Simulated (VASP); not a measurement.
A run of VASP 6.6.1 is set up as follows.

File INCAR:

```
SYSTEM = Sn
PREC     = Accurate       ! precision mode
ENCUT    = 520            ! plane-wave cutoff, eV
EDIFF    = 1E-6           ! SCF threshold, eV
ISMEAR   = 0              ! smearing method
SIGMA    = 0.1            ! smearing width, eV
LREAL    = .FALSE.        ! projectors in reciprocal space
LASPH    = .TRUE.         ! aspherical terms in the spheres
NELM     = 60             ! most SCF steps
ALGO     = Fast           ! electronic algorithm
ISIF     = 2              ! what is computed and relaxed
LWAVE    = .FALSE.        ! write WAVECAR
LCHARG   = .FALSE.        ! write CHGCAR
LDIPOL   = .TRUE.       
IDIPOL   = 3            
DIPOL    = 0.5 0.5 0.500
GGA      = PE             ! functional
NBANDS   = 36             ! bands
```

KPOINTS

```
regular mesh
0
G
  8 8 1
  0 0 0
```

Contents of POSCAR:

```
Sn
1.0
    4.5009974396      0.0000000000      0.0000000000
    0.5736658208      4.4642900306      0.0000000000
    0.0000000000      0.0000000000     18.5340203970
Sn
4
Direct
    0.7921653115      0.7921653115      0.4215171344
    0.2302874689      0.2302874689      0.4371441181
    0.5349194121      0.5349194121      0.5628558542
    0.9730414945      0.9730414945      0.5784828933
```

Potentials or basis: VASP PAW PBE potentials, release 64 (Sn_d).

Launch:

```console
$ cat potpaw_PBE.64/Sn_d/POTCAR > POTCAR
$ mpirun -np 1 vasp_std > vasp.out
```

Problem. What does it give for the largest force?

Solution. 0.019 eV/Å.

Problem. Estimate the band gap on the k mesh.

Solution. None (metal or under the smearing width).

Forces in eV/Å, atoms in the order of the input:
```
Sn  -0.002 -0.001 -0.009
Sn  -0.002 -0.002 -0.018
Sn   0.002  0.002  0.018
Sn   0.002  0.001  0.009
```
